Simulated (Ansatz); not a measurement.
A surface is cut from this relaxed crystal of AlRu:

```yaml
crystal:
  lattice:
    - [2.98262, 0.00000, 0.00000]
    - [0.00000, 2.98262, 0.00000]
    - [0.00000, 0.00000, 2.98262]
  atoms:
    - { symbol: Al, position: [0.00000, 0.00000, 0.00000] }
    - { symbol: Ru, position: [0.50000, 0.50000, 0.50000] }
```

Miller indices refer to the conventional cell of Pm-3m (No. 221), a = 2.983 Å, b = 2.983 Å, c = 2.983 Å, α = 90.00°, β = 90.00°, γ = 90.00°.

Consider the (100) slab of 7 planes, 8.9 Å thick with 15 Å of vacuum as cut; outer planes Al (top) and Al (bottom), all atoms relaxed.

Theory: DFT r2SCAN, scalar-relativistic, plane waves, PAW (Ansatz). Settings: cutoff 500 eV, Γ-centred mesh 12×12×1 on the computed 7-atom cell, Gaussian smearing of 0.10 eV; no spin polarisation. The cell repeats along c with a dipole correction in the vacuum.

The slab isn't stoichiometric (Al4Ru3), so its surface energy depends on the chemical potentials; it is given with the excess atoms taken from the element's standard state, a limit at which the compound may itself be unstable, so the figure can be too low. The work function read from the bulk's Fermi level differs by 0.16 eV, so the slab's middle doesn't match the bulk reference (too thin, or relaxed to another structure or magnetic state).

Q: Estimate the surface energy with the excess atoms taken from the elements.

A: 0.64 J/m².

Q: Predict the work function.

A: 3.18 eV.

Q: The top two planes lie 1.491 Å apart in the bulk. How does relaxation change this?

A: The spacing becomes 1.221 Å (-18.1 %).